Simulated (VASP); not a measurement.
# N: single point with LDA

The system is N.

```
N
1.0
     5.60541    0.00000    0.00000
     0.00000    5.60541    0.00000
     0.00000    0.00000    5.60541
N
4
Direct
  0.47679 0.97679 0.52321
  0.97679 0.52321 0.47679
  0.02321 0.02321 0.02321
  0.52321 0.47679 0.97679
```

```
Program             : VASP 6.6.1
Task                : single point
Functional          : LDA
Potentials or basis : VASP PAW LDA potentials, release 64 (N)
Cutoff              : 520 eV
k mesh              : 2 × 2 × 2
Occupations         : gaussian, width 0.01 eV
Spin                : non-collinear spin, zero start, spin-orbit coupling
Starting moments    : [[0.0, 0.0, 0.0], [0.0, 0.0, 0.0], [0.0, 0.0, 0.0], [0.0, 0.0, 0.0]] μB
```

The pressure is -4.8 GPa. The largest force is 0.393 eV/Å. The net moment is 0.00 μB per cell and the valence electrons inside the program's atomic spheres are N 3.15.

Forces on the atoms (eV/Å):
```
N   -0.227 -0.227  0.227
N   -0.227  0.227 -0.227
N    0.227  0.227  0.227
N    0.227 -0.227 -0.227
```

Moments on the atoms (μB; x, y, z):
```
N   0.00 0.00 0.00
N   0.00 0.00 0.00
N   0.00 0.00 0.00
N   0.00 0.00 0.00
```

Run time: 84 s on 1 thread of AMD EPYC 7R13 Processor (Zen 3), with other jobs on the host, peak memory 0.37 GiB.

Caveat: the k mesh is coarse (spacing up to 0.56 Å⁻¹), so the values aren't converged.
